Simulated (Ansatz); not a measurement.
Li: competing structures (sheets)

All numbers below come from DFT PBE, scalar-relativistic, plane waves, PAW (Ansatz 0.2.0). Settings: cutoff 420 eV, Γ-centred meshes spaced at most about 0.3 Å⁻¹, and about 0.25 Å⁻¹ or finer for metals (2π included), Gaussian smearing. No spin polarisation.

Energies count from the standard state of Li at the same level.

All energies are static (0 K, no zero-point motion). Larger cells and other orderings weren't all tried, so the list isn't exhaustive.

Invented guesses were relaxed alike, and ends that match in structure were merged. ΔE counts from the first row. Coordination counts all near atoms (those within 1.25 times the shortest distance at each site). All are two-dimensional sheets, periodic along a and b, with vacuum along c.

| # | reached from | layer group | atoms | Å²/atom | coordination | ΔE (meV/atom) | gap on mesh (eV) |
| --- | --- | --- | --- | --- | --- | --- | --- |
| 1 | random sheet | p-3m1 (No. 72) | 2 | 4.2 | Li 9 | 0 | 0.00 |
| 2 | thin slice cut from a crystal along (100) | p4/nmm (No. 64) | 2 | 4.4 | Li 8 | 24 | 0.00 |
| 3 | random sheet | p6/mmm (No. 80) | 1 | 8.3 | Li 6 | 251 | 0.00 |
| 4 | random sheet | p6/mmm (No. 80) | 2 | 9.8 | Li 3 | 577 | 0.00 |

The lowest: Layer group p-3m1 (No. 72), a = 3.114 Å, b = 3.114 Å, γ = 120.0°, thickness 2.31 Å between the outermost nuclei. Li at height 0.00 Å has 9 Li at 2.93–3.11 Å. Its energy over the standard state is +0.25 eV/atom. It lies above the standard state, so it could only be metastable.

```
Li
1.0
     3.11358    0.00000    0.00000
    -1.55679    2.69644    0.00000
     0.00000    0.00000   28.19742
Li
2
Direct
  0.66667 0.33333 0.22505
  0.33333 0.66667 0.30692
```

The second: Layer group p4/nmm (No. 64), a = 2.965 Å, b = 2.965 Å, γ = 90.0°, thickness 2.16 Å between the outermost nuclei. Li at height 0.00 Å has 8 Li at 2.96–3.01 Å. Counting all near atoms, the first has Li 9 and the second has Li 8. Cells relaxed within their symmetry can be saddle points.

```cif
data_structure
_symmetry_space_group_name_H-M 'P 1'
_symmetry_Int_Tables_number 1
_cell_length_a 2.9646
_cell_length_b 2.9646
_cell_length_c 27.3000
_cell_angle_alpha 90.000
_cell_angle_beta 90.000
_cell_angle_gamma 90.000
_cell_volume 239.94
loop_
_atom_site_label
_atom_site_type_symbol
_atom_site_fract_x
_atom_site_fract_y
_atom_site_fract_z
_atom_site_occupancy
Li1 Li 0.00000 0.50000 0.25346 1
Li2 Li 0.50000 0.00000 0.33262 1
```

Some candidate types were left out of the draw beforehand, so a known form may be missing.
